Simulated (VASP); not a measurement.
V, 1 atom in the cell. The structure is orthorhombic, space group Fmmm (No. 69). Conventional cell: a = 3.026 Å, b = 3.958 Å, c = 4.600 Å, α = 90.00°, β = 90.00°, γ = 90.00°. V (site symmetry mmm) is surrounded by 8 V at 2.49 to 2.75 Å. This isn't the form of V at room conditions, which is bcc. The cell isn't the ideal one: strain -0.1500 x Voigt [0, 0, 0, 0, 0, 1], atoms carried along.

| Item | Value |
| --- | --- |
| Program | VASP 6.6.1 |
| Task | single point |
| Functional | PBEsol |
| Potentials or basis | VASP PAW PBE potentials, release 64 (V_sv) |
| Cutoff | 520 eV |
| k mesh | 22 × 22 × 22 |
| Occupations | gaussian, width 0.15 eV |
| Spin | no spin polarisation |
| Dipole correction | no |
| Further INCAR settings | ALGO = Fast; EDIFF = 1e-07; NBANDS = 12 |

Potentials or basis: VASP PAW PBE potentials, release 64 (V_sv).

The run is started by

```console
$ cat potpaw_PBE.64/V_sv/POTCAR > POTCAR
$ mpirun -np 1 vasp_std > vasp.out
```

Hardware: 1 thread of Intel(R) Xeon(R) Platinum 8488C (Sapphire Rapids), with other jobs on the host.

Question: How long does it take, and how much memory?

Answer: Wall time 2.1 min on 1 thread of Intel(R) Xeon(R) Platinum 8488C (Sapphire Rapids) (shared host), peak memory 0.34 GiB. Counts: scf iterations 14, k points 1530.
